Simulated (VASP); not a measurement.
## GeS: relaxation of shape and atoms at fixed volume with PBE

Crystal: GeS.

```
Ge S
1.0
    10.66533    0.00000    0.00000
     0.00000    3.70426    0.00000
     0.00000    0.00000    4.27556
Ge S
4 4
Cartesian
  1.3367 0.9261 0.5391
  3.9960 2.7782 2.6769
  6.6693 0.9261 1.5987
  9.3287 2.7782 3.7365
  9.0646 0.9261 2.1401
  6.9334 2.7782 0.0023
  3.7319 0.9261 4.2732
  1.6008 2.7782 2.1355
```

The cell isn't the ideal one: a relaxed cell with its volume scaled by 0.98.

```yaml
Program: VASP 6.6.1
Task: relaxation of shape and atoms at fixed volume
Functional: PBE
Potentials_or_basis: VASP PAW PBE potentials, release 64 (Ge, S)
Cutoff: 300 eV
k_mesh: 2 × 4 × 3
Occupations: gaussian, width 0.03 eV
Spin: no spin polarisation
Further_INCAR_settings: ALGO = Fast; EDIFF = 1e-07; IBRION = 2; EDIFFG = -0.01; NSW = 40; ISIF = 4
```

| Property | Result |
| --- | --- |
| Energy gained by relaxing | 1.0 meV/atom |
| Ionic steps | 6 |
| Pressure after relaxing | 0.5 GPa |
| Largest force after relaxing | 0.007 eV/Å |
| Band gap on the k mesh | 1.09 eV, indirect (least direct gap 1.21 eV) |

Forces in eV/Å, atoms in the order of the input:
```
Ge   0.004  0.000 -0.006
Ge  -0.004  0.000 -0.006
Ge   0.004  0.000  0.006
Ge  -0.004  0.000  0.006
S   -0.004  0.000 -0.004
S    0.004  0.000 -0.004
S   -0.004  0.000  0.004
S    0.004  0.000  0.004
```

Step by step:
```csv
step,energy change (eV),largest force (eV/Å),pressure (GPa)
1,0.0000,0.1456,1.25
2,-0.0049,0.0763,0.93
3,-0.0070,0.0248,0.52
4,-0.0070,0.0216,0.57
5,-0.0076,0.0110,0.53
6,-0.0079,0.0072,0.48
```

Final structure:
```
Ge S
1.0
    10.65055    0.00000    0.00000
     0.00000    3.72641    0.00000
     0.00000    0.00000    4.25605
Ge S
4 4
Cartesian
  1.3202 0.9316 0.5284
  4.0050 2.7948 2.6564
  6.6455 0.9316 1.5996
  9.3303 2.7948 3.7276
  9.0629 0.9316 2.1237
  6.9129 2.7948 4.2517
  3.7377 0.9316 0.0044
  1.5876 2.7948 2.1324
```

Levels at points of the mesh, in eV from the valence-band top:
```
           k point  band 18  band 19  band 20  band 21  band 22  band 23
(0.00, 0.00, 0.00)    -0.94    -0.70    -0.11     1.09     2.73     2.80
(0.50, 0.00, 0.00)    -1.91    -0.36    -0.36     2.53     2.53     2.60
(0.00, 0.50, 0.00)    -1.23    -1.00    -1.00     1.64     1.64     1.65
(0.50, 0.50, 0.00)    -1.29    -1.29    -1.29     1.90     1.90     1.90
```

It took 62 s on 2 MPI ranks on Intel(R) Xeon(R) Platinum 8559C (Emerald Rapids), on a shared host, peak memory 0.17 GiB a rank.

Caveat: the k mesh is coarse (spacing up to 0.49 Å⁻¹), so the values aren't converged; the cutoff is under 1.25 times the usual one of these potentials, so pressure, stress and relaxed cells hold a basis-set (Pulay) error; an odd mesh through Γ misses points on the zone boundary, where band edges often lie.
